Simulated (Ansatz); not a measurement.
## As under changes of volume

One of the cells (21.530 Å³/atom); the others are scaled copies at fixed shape and fractional positions:

```xyz
2
Lattice="1.8808 1.0859 3.5141 -1.8808 1.0859 3.5141 0.0000 -2.1718 3.5141" Properties=species:S:1:pos:R:3 pbc="T T T"
As    0.0000    0.0000    2.3825
As    0.0000    0.0000    8.1597
```

* Program: Ansatz 0.2.0
* Functional: PBE
* Potentials or basis: Ansatz PAW
* Cutoff: 420 eV (not typed: the program's choice for these potentials)
* k mesh: 9 × 9 × 9
* Occupations: fermi-dirac, width 0.05 eV
* Spin: no spin polarisation

```tsv
volume (Å³/atom)	energy over the lowest point (meV/atom)	pressure (GPa)	largest force (eV/Å)
20.239	63.87	9.5	0.887
20.669	41.17	7.4	0.723
21.100	?	?	?
21.530	11.62	3.7	0.429
21.961	3.81	2.1	0.295
22.392	0.06	0.7	0.169
22.822	0.00	-0.6	0.051
```

Q: What does the run at 21.100 Å³/atom give?

A: Energy over the lowest point 23.92 meV/atom; pressure 5.5 GPa; largest force 0.571 eV/Å.

Worked out: A Birch-Murnaghan fit of order 3 (a polynomial in V^(-2/3)) to the other rows has its minimum at 22.61 Å³/atom with B0 = V·E''(V) = 68 GPa and B' = 4.2 at fixed shape and positions, which overstates the stiffness. It gives 23.90 meV/atom at 21.100 Å³/atom, against the run's 23.92, and -dE/dV = 5.5 GPa, against 5.5.

Energies are extrapolated to zero smearing.
